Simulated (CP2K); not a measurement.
Pb:

```
CELL_PARAMETERS angstrom
3.47597 0.00000 0.00000
1.75836 3.05244 0.00000
1.77250 1.02007 2.83955
ATOMIC_POSITIONS crystal
Pb 0.00000 0.00000 0.00000
```

Base run:

- Program: CP2K 2026.2
- Functional: PBEsol
- Potentials or basis: POTENTIAL_UZH Pb GTH-PBE-q4; TZVP-MOLOPT-PBE-GTH basis
- Density cutoff: 9184 eV
- k mesh: 9 × 9 × 9
- Occupations: fermi-dirac, width 0.05 eV
- Spin: no spin polarisation

Its results: band gap on the k mesh none (metal or under the smearing width); pressure 2.9 GPa.

Question: The run is repeated on the same cell with these changes: functional from PBEsol to optB88-vdW. What comes out?

Answer: Band gap on the k mesh none (metal or under the smearing width); pressure 5.8 GPa.

Caveats: the potentials were made for another functional, which shifts forces and pressure; the basis of atomic orbitals isn't converged, which shifts pressures, moduli and gaps.
